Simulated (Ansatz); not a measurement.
`CC(=O)[O][GeH3]` + `[SiH3][SiH2]S` → `[SiH3][SiH2][S][GeH3]` + `CC(=O)O`  (ligand exchange at a Ge–O bond)

Program: Ansatz. Geometries: PBE0-D4/def2-TZVP. ΔE: electronic, gas phase. CCSD(T)/CBS adds triple-zeta CCSD(T) − MP2 to the extrapolated MP2 energy (def2 sets, frozen cores). Functionals use def2-TZVPP. B3LYP here is the variant with VWN-RPA as its local correlation; programs differ in this. For Ge outer-core shells are correlated without core-valence functions, which leaves a few kJ/mol of doubt a bond. Scalar relativity is left out up to krypton. Each species was taken in one conformer, which may not be the lowest.

Question: Is it downhill or uphill in electronic energy at CCSD(T)/CBS, and by how much? (Best estimate.)

Answer: The calculation gave: Downhill: ΔE = -19.8 kJ/mol.

Question: What do these levels give: PBE-D4, PBE0-D4, B3LYP-D4, B2PLYP, B3LYP, HF/def2-TZVPP, MP2/def2-TZVPP, SCS-MP2/def2-TZVPP, CCSD/def2-TZVPP, CCSD(T)/def2-TZVPP, MP2/def2-QZVPP, SCS-MP2/def2-QZVPP? (Best estimate.)

Answer: The calculation gave: PBE-D4 -27.7, PBE0-D4 -28.5, B3LYP-D4 -19.7, B2PLYP -14.5, B3LYP -14.7, HF/def2-TZVPP -8.8, MP2/def2-TZVPP -18.8, SCS-MP2/def2-TZVPP -13.3, CCSD/def2-TZVPP -14.1, CCSD(T)/def2-TZVPP -15.0, MP2/def2-QZVPP -21.2, SCS-MP2/def2-QZVPP -15.6 kJ/mol.

Largest T1 diagnostic among the species: 0.015.

In def2-TZVPP, CCSD(T) changes the Hartree–Fock value by −6.2 kJ/mol (the triples alone add −1.0 kJ/mol) and MP2 by −10.0 kJ/mol. The D4 term adds −5.0 kJ/mol with B3LYP and −2.9 kJ/mol with PBE0; it sums over pairs of atoms, weighted by their polarisabilities, and B3LYP, whose exchange is more repulsive, gets the larger term.
